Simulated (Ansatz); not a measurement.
# FeS2: the cost of one run

Computed with Ansatz 0.2.0 (DFT PBE+U (U_eff = 1 eV on Fe d), plane waves, PAW, unless a step's input says otherwise).

## Step 1: Starting point

It takes space group Pnnm (No. 58, orthorhombic). The conventional cell has a = 4.445 Å, b = 5.425 Å, c = 3.386 Å, α = 90.00°, β = 90.00°, γ = 90.00°. Fe (site symmetry 2/m) is surrounded by 6 S at 2.24 to 2.25 Å. S (site symmetry m) is surrounded by 1 S at 2.21 Å and 3 Fe at 2.24 to 2.25 Å.

Structure file:

```cif
data_structure
_symmetry_space_group_name_H-M 'Pnnm'
_symmetry_Int_Tables_number 58
_cell_length_a 4.4446
_cell_length_b 5.4246
_cell_length_c 3.3864
_cell_angle_alpha 90.000
_cell_angle_beta 90.000
_cell_angle_gamma 90.000
_cell_volume 81.65
loop_
_atom_site_label
_atom_site_type_symbol
_atom_site_symmetry_multiplicity
_atom_site_Wyckoff_symbol
_atom_site_fract_x
_atom_site_fract_y
_atom_site_fract_z
_atom_site_occupancy
Fe1 Fe 2 a 0.00000 0.00000 0.00000 1
S1 S 4 g 0.20040 0.37870 0.00000 1
```

An earlier series on this cell reached its lowest free state from «antiferromagnetic start, free», perhaps among other starts (it ended without moments).

## Step 2: Antiferromagnetic site moments held at first, then free

Input file input.yaml:

```yaml
crystal:
  lattice:
    - [4.44459993, 0.0, 0.0]
    - [0.0, 5.42459991, 0.0]
    - [0.0, 0.0, 3.38639995]
  atoms:
    - { symbol: Fe, position: [0.0, 0.0, 0.0], spin: 4.0 }
    - { symbol: Fe, position: [0.5, 0.5, 0.5], spin: -4.0 }
    - { symbol: S, position: [0.2004, 0.3787, 0.0] }
    - { symbol: S, position: [0.7996, 0.6213, 0.0] }
    - { symbol: S, position: [0.7004, 0.1213, 0.5] }
    - { symbol: S, position: [0.2996, 0.8787, 0.5] }
basis:
  ecutwfc: 420
  ecutrho_ratio: 4
kpoints:
  mp_grid: { grid: [4, 4, 6] }
hamiltonian:
  xc: pbe
  hubbard:
    sites:
      - { site: 0, l: d, u_eff: 1.0, starting_ns: [{ spin: up, occupation_matrix: s0up }, { spin: down, occupation_matrix: s0down }] }
      - { site: 1, l: d, u_eff: 1.0, starting_ns: [{ spin: up, occupation_matrix: s1up }, { spin: down, occupation_matrix: s1down }] }
    occupation_matrices:
      s0up:
        matrix:
          - [0.97, 0.0, 0.0, 0.0, 0.0]
          - [0.0, 0.18517, 0.36004, 0.0, 0.0]
          - [0.0, 0.36004, 0.80483, 0.0, 0.0]
          - [0.0, 0.0, 0.0, 0.97, 0.0]
          - [0.0, 0.0, 0.0, 0.0, 0.97]
      s0down:
        matrix:
          - [0.02, 0.0, 0.0, 0.0, 0.0]
          - [0.0, 0.02, 0.0, 0.0, 0.0]
          - [0.0, 0.0, 0.02, 0.0, 0.0]
          - [0.0, 0.0, 0.0, 0.02, 0.0]
          - [0.0, 0.0, 0.0, 0.0, 0.02]
      s1up:
        matrix:
          - [0.02, 0.0, 0.0, 0.0, 0.0]
          - [0.0, 0.02, 0.0, 0.0, 0.0]
          - [0.0, 0.0, 0.02, 0.0, 0.0]
          - [0.0, 0.0, 0.0, 0.02, 0.0]
          - [0.0, 0.0, 0.0, 0.0, 0.02]
      s1down:
        matrix:
          - [0.97, 0.0, 0.0, 0.0, 0.0]
          - [0.0, 0.18517, -0.36004, 0.0, 0.0]
          - [0.0, -0.36004, 0.80483, 0.0, 0.0]
          - [0.0, 0.0, 0.0, 0.97, 0.0]
          - [0.0, 0.0, 0.0, 0.0, 0.97]
    ns_hold: { iters: 8 }
scf:
  occupations: { method: gaussian, width: 0.05 }
  lower_state_search: "off"
  max_iter: 150
output:
  forces: true
  stress: true
  eigenvalues: true
  populations: true
  hubbard: { sites: [{ site: 0, l: d }, { site: 1, l: d }] }
magnetization:
  spin_polarized: true
  spin_locking: { lock_spins: true, n_iters: 12 }
```

The typed matrices put 0.97 on the chosen orbitals and 0.02 on the others, and are held for 8 cycles. The lock is temporary (n_iters 12) and is released on the way.

Started as:

```sh
> ansatz run input.yaml --threads 4 --pin off --max-ram 6144MiB --backend cpu --events-out ev --progress --plain --runs-dir out
```

What time and memory should one allow on 4 threads of AMD EPYC 7R13 (Zen 3), shared host?

About 14 s, with a peak of 0.64 GiB.
